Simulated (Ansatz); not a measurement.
Runs of Ansatz 0.2.0 on Fe. Symmetry: Fmmm, No. 69, orthorhombic system. Conventional cell: a = 2.997 Å, b = 3.883 Å, c = 3.930 Å, α = 90.00°, β = 90.00°, γ = 90.00°. Around Fe (site symmetry mmm) lie 12 Fe at 2.45 to 2.76 Å. 

```tsv
task	level	fixed moment (μB)	cell	k mesh	gap on the mesh (eV)	pressure (GPa)	moment (μB)	relaxed volume (Å³/atom)
single point	PBEsol	3.0	as given	11 × 11 × 11	-	12.7	3.00	-
relaxation of cell and atoms	PBEsol+D4	-	relaxed	13 × 13 × 13	none	0.0	2.04	10.66
single point	PBEsol	1.5	as given	11 × 11 × 11	-	-20.1	1.50	-
relaxation of cell and atoms	PBEsol+D3(BJ)	-	relaxed	13 × 13 × 13	none	0.0	2.02	(c)
single point	PBEsol	6.0	as given	11 × 11 × 11	-	217.4	6.00	-
relaxation of cell and atoms	PBEsol	-	relaxed	13 × 13 × 13	none	0.0	(a)	10.79
relaxation of cell and atoms	PBEsol+D3(BJ)-ATM	-	relaxed	13 × 13 × 13	none	0.0	2.03	10.60
single point	PBEsol	0.8	as given	11 × 11 × 11	-	(b)	0.80	-
```

Alike in all rows: potentials or basis Ansatz PAW; spin collinear, ferromagnetic start; cutoff (eV) 420; smearing fermi-dirac 0.05 eV.

Problem. Estimate the missing entries.

Solution. (a) 2.06; (b) -26.0; (c) 10.55.

Caveats: the PAW data sets come from PBE, with cores solved anew for the run's functional, which leaves a small shift of forces and pressure; the total moment is fixed, so each spin has its own Fermi level (some runs); the thresholds are loose for stress (some runs); the plane-wave basis is chosen anew once the cell has moved, so the energies of steps on either side of that aren't comparable (some runs); pairwise dispersion overbinds metals, which lowers pressure and volume (some runs); a pressure of tens of GPa on the cell as given is suspect, and the run, the potentials or the cell itself is likely at fault (some runs).

A gap of «none» marks a metal or a gap under the smearing width.
